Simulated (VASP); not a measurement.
# AlN (P6_3mc) in VASP: Born charges and dielectric tensor with PBE

Aim: the Born charges and dielectric tensor of AlN with PBE.

Program: VASP 6.6.1. These are calculated values, not measurements. Logs are shortened: lines on timing, memory, paths and dates and some standing lists are left out, and cuts for length are marked.

**Experimental background.**

From “Self-assembly of well-separated AlN nanowires directly on sputtered metallic TiN films”, 2019, arxiv:1910.07391, for a bulk crystal of AlN at 10 K: band gap 6.034 eV (an exciton energy, a little under the gap).

The runs below are set against these values where they give the same quantity.

### 1 The structure

The structure is hexagonal, space group P6_3mc (No. 186). Conventional cell: a = 3.129 Å, b = 3.129 Å, c = 5.016 Å, α = 90.00°, β = 90.00°, γ = 120.00°. Around Al (site symmetry 3m) lie 4 N at 1.90 to 1.91 Å. N (site symmetry 3m) is surrounded by 4 Al at 1.90 to 1.91 Å.

### 2 Born charges and dielectric tensor, PBE

INCAR

```
SYSTEM = AlN
PREC = Accurate
ENCUT = 520
EDIFF = 1E-8
ISMEAR = 0
SIGMA = 0.02
LREAL = .FALSE.
LASPH = .TRUE.
NELM = 60
ALGO = Normal
ISIF = 2
LWAVE = .FALSE.
LCHARG = .FALSE.
GGA = PE
LEPSILON = .TRUE.
IBRION = 8
NSW = 1
KPAR = 4
```

KPOINTS

```
regular mesh
0
G
  12 12 6
  0 0 0
```

POSCAR

```
AlN                                     
1.0
    3.1285727007      0.0000000000      0.0000000000
   -1.5642863504      2.7094234344      0.0000000000
    0.0000000000      0.0000000000      5.0164566756
  Al              N             
     2     2
Direct
     0.3333333300000021    0.6666666699999979    0.9992574419978411
     0.6666666699999979    0.3333333300000021    0.4992574419978411
     0.3333333300000021    0.6666666699999979    0.3807425580021615
     0.6666666699999979    0.3333333300000021    0.8807425580021615
```

Potentials or basis: VASP PAW PBE potentials, release 64 (Al, N).

Launch:

```bash
$ cat potpaw_PBE.64/Al/POTCAR potpaw_PBE.64/N/POTCAR > POTCAR
$ mpirun -np 4 vasp_std > vasp.out
```

OUTCAR:

```text
SYSTEM = AlN
   PREC = Accurate
   ENCUT = 520
   EDIFF = 1E-8
   ISMEAR = 0
   LREAL = .FALSE.
   LASPH = .TRUE.
   NELM = 60
   ISIF = 2
   GGA = PE
   LEPSILON = .TRUE.
   IBRION = 8
   NSW = 1

 ion  position               nearest neighbor table
   1  0.333  0.667  0.999-   4 1.90   4 1.90   4 1.90   3 1.91   2 3.09   2 3.09   2 3.09   2 3.09
                             2 3.09   2 3.09
   2  0.667  0.333  0.499-   3 1.90   3 1.90   3 1.90   4 1.91   1 3.09   1 3.09   1 3.09   1 3.09
                             1 3.09   1 3.09
   3  0.333  0.667  0.381-   2 1.90   2 1.90   2 1.90   1 1.91
   4  0.667  0.333  0.881-   1 1.90   1 1.90   1 1.90   2 1.91

  LATTYP: Found a hexagonal cell.
 ALAT       =     3.1285727007
 C/A-ratio  =     1.6034329886

  Lattice vectors:

 A1 = (   3.1285727007,   0.0000000000,   0.0000000000)
 A2 = (  -1.5642863504,   2.7094234344,   0.0000000000)
 A3 = (   0.0000000000,   0.0000000000,   5.0164566756)

Analysis of symmetry for initial positions (statically):
=====================================================================
 Subroutine PRICEL returns:
 Original cell was already a primitive cell.

 Routine SETGRP: Setting up the symmetry group for a
 hexagonal supercell.

 Subroutine GETGRP returns: Found 12 space group operations
 (whereof  6 operations were pure point group operations)
 out of a pool of 24 trial point group operations.

The static configuration has the point symmetry C_3v.
 The point group associated with its full space group is C_6v.

Analysis of symmetry for dynamics (positions and initial velocities):
=====================================================================
 Subroutine PRICEL returns:
 Original cell was already a primitive cell.

 Routine SETGRP: Setting up the symmetry group for a
 hexagonal supercell.

 Subroutine GETGRP returns: Found 12 space group operations
 (whereof  6 operations were pure point group operations)
 out of a pool of 24 trial point group operations.

The dynamic configuration has the point symmetry C_3v.
 The point group associated with its full space group is C_6v.

 Subroutine INISYM returns: Found 12 space group operations
 (whereof  6 operations are pure point group operations),
 and found     1 'primitive' translations

----------------------------------------------------------------------------------------

                                     Primitive cell

  volume of cell :      42.5226

  direct lattice vectors                    reciprocal lattice vectors
     3.128572701  0.000000000  0.000000000     0.319634573  0.184541107  0.000000000
    -1.564286350  2.709423434  0.000000000     0.000000000  0.369082214  0.000000000
     0.000000000  0.000000000  5.016456676     0.000000000  0.000000000  0.199343892

  length of vectors
     3.128572701  3.128572699  5.016456676     0.369082214  0.369082214  0.199343892

  position of ions in fractional coordinates (direct lattice)
     0.333333330  0.666666670  0.999257442
     0.666666670  0.333333330  0.499257442
     0.333333330  0.666666670  0.380742558
[... 558 lines left out ...]
    -0.00000  0.26960 -0.00000
    -0.00000  0.00000 -0.42174

[... ionic steps 4 to 9 ...]

--------------------------------------- Ionic step       10  -------------------------------------------

------------------------ aborting loop because EDIFF is reached ----------------------------------------

[... ionic steps 11 to 11 ...]

--------------------------------------- Ionic step       12  -------------------------------------------

 Free energy of the ion-electron system (eV)
  ---------------------------------------------------
  ---------------------------------------------------
  free energy    TOTEN  =        -0.25357700 eV

  energy without entropy =       -0.25357700

------------------------ aborting loop because EDIFF is reached ----------------------------------------

 INTERNAL STRAIN TENSOR  FOR ION    3  DIRECTION 3   (eV/Angst):
 -----------------------------------------------------------------------------
     5.07003 -0.00000 -0.00000
    -0.00000  5.07003  0.00000
     0.00000  0.00000-11.20275

 MACROSCOPIC STATIC DIELECTRIC TENSOR (including local field effects in DFT)
 ------------------------------------------------------
           4.468265    -0.000000     0.000000
          -0.000000     4.468265    -0.000000
           0.000000     0.000000     4.691091
 ------------------------------------------------------

 PIEZOELECTRIC TENSOR (including local field effects)  for field in x, y, z        (e  Angst)
          XX          YY          ZZ          XY          YZ          ZX
  --------------------------------------------------------------------------------
  x    -0.00000     0.00000     0.00000    -0.00000    -0.00000     0.90298
  y    -0.00000     0.00000     0.00000     0.00000     0.90298    -0.00000
  z     0.71553     0.71553    -1.11932    -0.00000     0.00000     0.00000

 PIEZOELECTRIC TENSOR (including local field effects)  for field in x, y, z        (C/m^2)
          XX          YY          ZZ          XY          YZ          ZX
  --------------------------------------------------------------------------------
  x    -0.00000     0.00000     0.00000    -0.00000    -0.00000     0.34023
  y    -0.00000     0.00000     0.00000     0.00000     0.34023    -0.00000
  z     0.26960     0.26960    -0.42174    -0.00000     0.00000     0.00000

 BORN EFFECTIVE CHARGES (including local field effects) (in |e|, cummulative output)
 ---------------------------------------------------------------------------------
 ion    1
    1     2.51585    -0.00000     0.00000
    2    -0.00000     2.51585     0.00000
    3     0.00000     0.00000     2.67576
 ion    2
    1     2.51585    -0.00000    -0.00000
    2    -0.00000     2.51585     0.00000
    3    -0.00000    -0.00000     2.67576
 ion    3
    1    -2.51585     0.00000    -0.00000
    2     0.00000    -2.51585     0.00000
    3     0.00000    -0.00000    -2.67576
 ion    4
    1    -2.51585     0.00000     0.00000
    2     0.00000    -2.51585     0.00000
    3    -0.00000     0.00000    -2.67576

 INTERNAL STRAIN TENSOR FOR ION    4 for displacements in x,y,z  (eV/Angst):
          X           Y           Z          XY          YZ          ZX
  --------------------------------------------------------------------------------
  x    -0.00000     0.00000     0.00000     9.82569    -0.00000     4.85263
  y     9.82569    -9.82569     0.00000     0.00000     4.90805    -0.00000
  z     5.07003     5.07003   -11.20275    -0.00000     0.00000    -0.00000

 SECOND DERIVATIVES (NOT SYMMETRIZED)
 ------------------------------------
               1X          1Y          1Z          2X          2Y          2Z          3X          3Y          3Z          4X          4Y          4Z
  1X   -14.970698    0.000000   -0.000000    0.644042   -0.000000   -0.000000    1.487026   -0.000000    0.000000   12.839631   -0.000000   -0.000000
  1Y     0.000000  -14.970698    0.000000   -0.000000    0.644042    0.000000   -0.000000    1.487026    0.000000   -0.000000   12.839630    0.000000
  1Z    -0.000000    0.000000  -20.283739   -0.000000    0.000000    8.247892    0.000000    0.000000    5.952479    0.000000    0.000000    6.083369
  2X     0.644042   -0.000000    0.000000  -14.970698    0.000000    0.000000   12.839631   -0.000000    0.000000    1.487026   -0.000000   -0.000000
  2Y    -0.000000    0.644042    0.000000    0.000000  -14.970698    0.000000   -0.000000   12.839630   -0.000000   -0.000000    1.487026    0.000000
  2Z     0.000000    0.000000    8.247892    0.000000   -0.000000  -20.283739   -0.000000    0.000000    6.083369   -0.000000    0.000000    5.952479
  3X     1.487042   -0.000000    0.000000   12.840528   -0.000000    0.000000  -15.028933    0.000000    0.000000    0.701363   -0.000000    0.000000
  3Y    -0.000000    1.487042    0.000000   -0.000000   12.840528    0.000000    0.000000  -15.028933    0.000000   -0.000000    0.701363    0.000000
  3Z    -0.000000    0.000000    5.924125    0.000000   -0.000000    6.105387   -0.000000    0.000000  -18.917235    0.000000    0.000000    6.887722
  4X    12.840528   -0.000000    0.000000    1.487042   -0.000000   -0.000000    0.701363   -0.000000    0.000000  -15.028933    0.000000    0.000000
  4Y    -0.000000   12.840528    0.000000   -0.000000    1.487042    0.000000   -0.000000    0.701363   -0.000000    0.000000  -15.028933   -0.000000
  4Z     0.000000    0.000000    6.105387    0.000000   -0.000000    5.924125   -0.000000    0.000000    6.887722    0.000000    0.000000  -18.917235

 Eigenvectors and eigenvalues of the dynamical matrix
 ----------------------------------------------------

   1 f  =   21.224254 THz   133.355923 2PiTHz  707.964921 cm-1    87.776424 meV
             X         Y         Z           dx          dy          dz
     -0.000000  1.806282  5.012732    -0.000000    0.000000   -0.007227
      1.564286  0.903141  2.504503    -0.000000    0.000000    0.007227
     -0.000000  1.806282  1.909979     0.000000   -0.000000   -0.707070
      1.564286  0.903141  4.418207     0.000000   -0.000000    0.707070
[... 71 lines left out ...]
  12 f/i=    0.002230 THz     0.014011 2PiTHz    0.074380 cm-1     0.009222 meV
             X         Y         Z           dx          dy          dz
     -0.000000  1.806282  5.012732    -0.000000    0.000000    0.573691
      1.564286  0.903141  2.504503    -0.000000    0.000000    0.573691
     -0.000000  1.806282  1.909979    -0.000000    0.000000    0.413374
      1.564286  0.903141  4.418207    -0.000000    0.000000    0.413374

--------------------------------------------------------------------------------------------------------

 MACROSCOPIC STATIC DIELECTRIC TENSOR IONIC CONTRIBUTION
 ------------------------------------------------------
           3.759994    -0.000000    -0.000000
          -0.000000     3.759994    -0.000000
          -0.000000    -0.000000     5.064162
 ------------------------------------------------------

 ELASTIC MODULI CONTR FROM IONIC RELAXATION (kBar)
 Direction    XX          YY          ZZ          XY          YZ          ZX
 --------------------------------------------------------------------------------
 XX        -628.5577    305.8406    356.5230      0.0000      0.0000      0.0000
 YY         305.8406   -628.5577    356.5230      0.0000     -0.0000     -0.0000
 ZZ         356.5230    356.5230   -787.7406     -0.0000     -0.0000     -0.0000
 XY           0.0000      0.0000     -0.0000   -467.1992     -0.0000      0.0000
 YZ           0.0000     -0.0000     -0.0000     -0.0000   -114.5490      0.0000
 ZX           0.0000     -0.0000     -0.0000      0.0000      0.0000   -121.5571
 --------------------------------------------------------------------------------

 PIEZOELECTRIC TENSOR IONIC CONTR  for field in x, y, z        (C/m^2)
          XX          YY          ZZ          XY          YZ          ZX
  --------------------------------------------------------------------------------
  x     0.00000    -0.00000    -0.00000     0.00000     0.00000    -0.63615
  y     0.00000    -0.00000    -0.00000    -0.00000    -0.61753     0.00000
  z    -0.85059    -0.85059     1.87939     0.00000     0.00000     0.00000
```

It took 7.6 min on 4 MPI ranks of AMD EPYC 7R43 (Zen 3), shared host; peak memory 0.54 GiB.

What came out:

```
Band gap on the k mesh                                  : 4.06 eV, direct
Electronic dielectric tensor (diagonal)                 : 4.47, 4.47, 4.69
Born charges (mean of the diagonal)                     : Al +2.57; N -2.57 e
Highest phonon frequency at Γ, LO-TO splitting left out : 708 cm⁻¹
```

Levels at points of the mesh, in eV from the valence-band top:
| k point | band 4 | band 5 | band 6 | band 7 | band 8 | band 9 | band 10 | band 11 | band 12 |
| --- | --- | --- | --- | --- | --- | --- | --- | --- | --- |
| (0.00, 0.00, 0.00) | -0.84 | -0.84 | -0.20 | -0.20 | 0.00 | 4.06 | 6.52 | 10.47 | 11.04 |
| (0.50, 0.00, 0.00) | -4.12 | -3.30 | -2.05 | -1.74 | -0.68 | 5.76 | 5.77 | 8.04 | 10.15 |
| (0.00, 0.00, 0.50) | -3.30 | -0.53 | -0.53 | -0.53 | -0.53 | 6.32 | 6.32 | 10.18 | 10.18 |
| (0.50, 0.00, 0.50) | -5.52 | -1.44 | -1.44 | -1.35 | -1.35 | 5.25 | 5.25 | 9.15 | 9.15 |

Phonon frequencies in cm⁻¹ (negative: imaginary):
| q point | frequencies |
| --- | --- |
| (0.000, 0.000, 0.000) | 0 0 0 237 237 536 596 638 638 650 650 708 |

Electronic dielectric tensor:
```
4.47 0.00 0.00
0.00 4.47 0.00
0.00 0.00 4.69
```

Born effective charge tensors (e):
atom 1, Al
```
2.52 0.00 0.00
0.00 2.52 0.00
0.00 0.00 2.68
```
atom 2, Al
```
2.52 0.00 0.00
0.00 2.52 0.00
0.00 0.00 2.68
```
atom 3, N
```
-2.52  0.00  0.00
 0.00 -2.52  0.00
 0.00  0.00 -2.68
```
atom 4, N
```
-2.52  0.00  0.00
 0.00 -2.52  0.00
 0.00  0.00 -2.68
```

### 3 How close it comes

Step 2. A measured gap of AlN is 6.034 eV (an exciton energy, a little under the gap; 10 K; quoted in “Self-assembly of well-separated AlN nanowires directly on sputtered metallic TiN films”, 2019, arxiv:1910.07391); the calculated 4.06 eV misses it by -1.98 eV. 2 values of this kind are on record (6.034 to 6.0343 eV); this one was drawn at random. The value is that of PBE on a finite k mesh, which can miss the band edges, without temperature or zero-point motion. Semilocal functionals fall short of measured gaps as a rule.
